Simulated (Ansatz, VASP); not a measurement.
# Te in VASP and in Ansatz

```
Te
1.0
     2.36190    1.36364    1.50001
    -2.36190    1.36364    1.50001
     0.00000   -2.72729    1.50001
Te
1
Direct
  0.50000 0.50000 0.50000
```

Alike in both runs: functional r2SCAN; k mesh 11 × 11 × 11; occupations gaussian, width 0.1 eV; no spin polarisation.

Ansatz relaxed the structure, and its values are those at the end. VASP's run is a single point on that final structure, the one shown.

|  | VASP | Ansatz |
| --- | --- | --- |
| version | VASP 6.6.1 | Ansatz 0.2.0 |
| potentials or method | VASP PAW PBE potentials, release 64 (Te) | plane waves, PAW |
| plane-wave cutoff (eV) | 520 | 500 |
| valence electrons in the cell | 6 | 16 |

|  | VASP | Ansatz | Ansatz less VASP |
| --- | --- | --- | --- |
| pressure (GPa) | 5.0 | 5.0 | +0.03 |

The two sets of potentials don't hold the same shells in valence.

Caveats: the PAW data sets were made with another functional, which shifts forces and pressure a little (VASP). Spin-orbit coupling is left out, which matters for the levels of Te.
